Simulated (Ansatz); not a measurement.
System: WS2 (2H monolayer).

The cell holds 3 atoms: 1 W and 2 S. Its edges and angles: a = 3.188 Å, b = 3.188 Å, c = 29.500 Å, α = 90.0°, β = 90.0°, γ = 120.0°. Vacuum lies along c.

```xyz
3
Lattice="3.1877 0.0000 0.0000 -1.5938 2.7606 0.0000 0.0000 0.0000 29.5000" Properties=species:S:1:pos:R:3
W     0.0000    1.8404   14.7500
S     1.5938    0.9202   16.3215
S     1.5938    0.9202   13.1785
```

The structure was relaxed with PBE. The runs that relaxed it are not among those shown. Spin-orbit coupling is left out unless a run names it. PAW set soft_2, made with PBE.

Gaps computed with Ansatz 0.2.0 without a self-energy: PBE 1.81 eV, PBE+SOC 1.55 eV, r2SCAN 1.93 eV and PBE0 2.93 eV.

**Question.** What gap should G0W0 on PBE give (12×12×1 mesh, 421 empty bands, screening to 80 eV, default PAW files)?

About 2.61 eV: on its mesh the run moves the gap from 1.81 eV by +0.80 eV. Among the scalar-relativistic levels given, PBE0 is nearest (+0.32 eV). Spin-orbit coupling is not in that value; its −0.26 eV at the PBE level would bring it to about 2.35 eV. Bands and cutoff are finite, so the gap is not at the basis limit. The miss can reach some tenths of an eV and take either sign; the mesh is an error of its own. The many-body steps are scalar-relativistic: spin-orbit coupling is not in them.

[Paths, hosts, dates, memory and timing lines, banners, echoed tables and standing remarks are left out of the program output.]

[Logs are printed without paths, hosts, clocks, repeated set-up lines and the standing remarks that a program may print on its own settings, such as how far it seeks lower states.]

[Runs of the session that timed out or met a known fault of the program may be left out.]

[Cells called generated may have been cut or substituted from an entry of the Crystallography Open Database or the Materials Project.]

[Hosts, paths, dates, database ids (printed as entryN), source tags and the programs' standing remarks are cut or masked in the printed files.]
